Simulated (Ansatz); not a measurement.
# HfN: the cost of one run

Method: DFT PBE, scalar-relativistic, plane waves, PAW, in Ansatz 0.2.0.

## (1) The structure to begin with

Symmetry: P6_3/mmc, No. 194, hexagonal system. Conventional cell: a = 3.134 Å, b = 3.134 Å, c = 5.417 Å, α = 90.00°, β = 90.00°, γ = 120.00°. Around Hf (site symmetry -6m2) lie 6 N at 2.26 Å. N (site symmetry -3m) is surrounded by 6 Hf at 2.26 Å.

Structure file:

```
CELL_PARAMETERS angstrom
-4.70086 2.71404 5.41677
4.70086 -2.71404 5.41677
4.70086 8.14213 -5.41677
ATOMIC_POSITIONS crystal
Hf 0.54167 0.20833 0.00000
Hf 0.04167 0.70833 0.00000
Hf 0.87500 0.04167 0.16667
Hf 0.37500 0.54167 0.16667
Hf 0.20833 0.87500 0.33333
Hf 0.70833 0.37500 0.33333
Hf 0.54167 0.70833 0.50000
Hf 0.04167 0.20833 0.50000
Hf 0.87500 0.54167 0.66667
Hf 0.37500 0.04167 0.66667
Hf 0.20833 0.37500 0.83333
Hf 0.70833 0.87500 0.83333
Hf 0.95833 0.29167 0.00000
Hf 0.45833 0.79167 0.00000
Hf 0.29167 0.12500 0.16667
Hf 0.79167 0.62500 0.16667
Hf 0.62500 0.95833 0.33333
Hf 0.12500 0.45833 0.33333
Hf 0.95833 0.79167 0.50000
Hf 0.45833 0.29167 0.50000
Hf 0.29167 0.62500 0.66667
Hf 0.79167 0.12500 0.66667
Hf 0.62500 0.45833 0.83333
Hf 0.12500 0.95833 0.83333
N 0.00000 0.00000 0.00000
N 0.50000 0.50000 0.00000
N 0.33333 0.83333 0.16667
N 0.83333 0.33333 0.16667
N 0.66667 0.66667 0.33333
N 0.16667 0.16667 0.33333
N 0.00000 0.50000 0.50000
N 0.50000 0.00000 0.50000
N 0.33333 0.33333 0.66667
N 0.83333 0.83333 0.66667
N 0.66667 0.16667 0.83333
N 0.16667 0.66667 0.83333
N 0.25000 0.25000 0.00000
N 0.75000 0.75000 0.00000
N 0.58333 0.08333 0.16667
N 0.08333 0.58333 0.16667
N 0.91667 0.91667 0.33333
N 0.41667 0.41667 0.33333
N 0.25000 0.75000 0.50000
N 0.75000 0.25000 0.50000
N 0.58333 0.58333 0.66667
N 0.08333 0.08333 0.66667
N 0.91667 0.41667 0.83333
N 0.41667 0.91667 0.83333
```

The runs take a perfect supercell of 48 atoms; the defect goes to fractional position (0.000, 0.000, 0.000).

## (2) The perfect supercell

Input file input.yaml:

```yaml
crystal:
  lattice:
    - [-4.700862, 2.714044, 5.416768]
    - [4.700862, -2.714044, 5.416768]
    - [4.700862, 8.142132, -5.416767]
  atoms:
    - { symbol: Hf, position: [0.541667, 0.208333, 0.0] }
    - { symbol: Hf, position: [0.041667, 0.708333, 0.0] }
    - { symbol: Hf, position: [0.875, 0.041666, 0.166667] }
    - { symbol: Hf, position: [0.375, 0.541666, 0.166667] }
    - { symbol: Hf, position: [0.208334, 0.875, 0.333333] }
    - { symbol: Hf, position: [0.708334, 0.375, 0.333333] }
    - { symbol: Hf, position: [0.541667, 0.708333, 0.5] }
    - { symbol: Hf, position: [0.041667, 0.208333, 0.5] }
    - { symbol: Hf, position: [0.875, 0.541666, 0.666667] }
    - { symbol: Hf, position: [0.375, 0.041666, 0.666667] }
    - { symbol: Hf, position: [0.208334, 0.375, 0.833333] }
    - { symbol: Hf, position: [0.708334, 0.875, 0.833333] }
    - { symbol: Hf, position: [0.958333, 0.291667, 0.0] }
    - { symbol: Hf, position: [0.458333, 0.791667, 0.0] }
    - { symbol: Hf, position: [0.291666, 0.125, 0.166667] }
    - { symbol: Hf, position: [0.791666, 0.625, 0.166667] }
    - { symbol: Hf, position: [0.625, 0.958334, 0.333333] }
    - { symbol: Hf, position: [0.125, 0.458334, 0.333333] }
    - { symbol: Hf, position: [0.958333, 0.791667, 0.5] }
    - { symbol: Hf, position: [0.458333, 0.291667, 0.5] }
    - { symbol: Hf, position: [0.291666, 0.625, 0.666667] }
    - { symbol: Hf, position: [0.791666, 0.125, 0.666667] }
    - { symbol: Hf, position: [0.625, 0.458334, 0.833333] }
    - { symbol: Hf, position: [0.125, 0.958334, 0.833333] }
    - { symbol: "N", position: [0.0, 0.0, 0.0] }
    - { symbol: "N", position: [0.5, 0.5, 0.0] }
    - { symbol: "N", position: [0.333333, 0.833333, 0.166667] }
    - { symbol: "N", position: [0.833333, 0.333333, 0.166667] }
    - { symbol: "N", position: [0.666667, 0.666667, 0.333333] }
    - { symbol: "N", position: [0.166667, 0.166667, 0.333333] }
    - { symbol: "N", position: [0.0, 0.5, 0.5] }
    - { symbol: "N", position: [0.5, 0.0, 0.5] }
    - { symbol: "N", position: [0.333333, 0.333333, 0.666667] }
    - { symbol: "N", position: [0.833333, 0.833333, 0.666667] }
    - { symbol: "N", position: [0.666667, 0.166667, 0.833333] }
    - { symbol: "N", position: [0.166667, 0.666667, 0.833333] }
    - { symbol: "N", position: [0.25, 0.25, 0.0] }
    - { symbol: "N", position: [0.75, 0.75, 0.0] }
    - { symbol: "N", position: [0.583333, 0.083333, 0.166667] }
    - { symbol: "N", position: [0.083333, 0.583333, 0.166667] }
    - { symbol: "N", position: [0.916667, 0.916667, 0.333333] }
    - { symbol: "N", position: [0.416667, 0.416667, 0.333333] }
    - { symbol: "N", position: [0.25, 0.75, 0.5] }
    - { symbol: "N", position: [0.75, 0.25, 0.5] }
    - { symbol: "N", position: [0.583333, 0.583333, 0.666667] }
    - { symbol: "N", position: [0.083333, 0.083333, 0.666667] }
    - { symbol: "N", position: [0.916667, 0.416667, 0.833333] }
    - { symbol: "N", position: [0.416667, 0.916667, 0.833333] }
basis:
  ecutwfc: 420
  fft_grid_basis: typed
kpoints:
  mp_grid: { grid: [2, 2, 2] }
hamiltonian:
  xc: pbe
  pseudopotentials: { kind: paw }
scf:
  occupations: { method: gaussian, width: 0.05 }
output:
  forces: true
  stress: false
  eigenvalues: true
  bader: false
  write_density: true
  volumetric_format: npy
```

Run with:

```bash
$ ansatz run input.yaml --threads 8 --pin off --max-ram 16384MiB --backend cpu --events-out ev --progress --plain --runs-dir out
```

Q: Estimate wall time and peak memory on 8 threads of Arm Neoverse V1, shared host.

About 20 s, with a peak of 5.2 GiB.
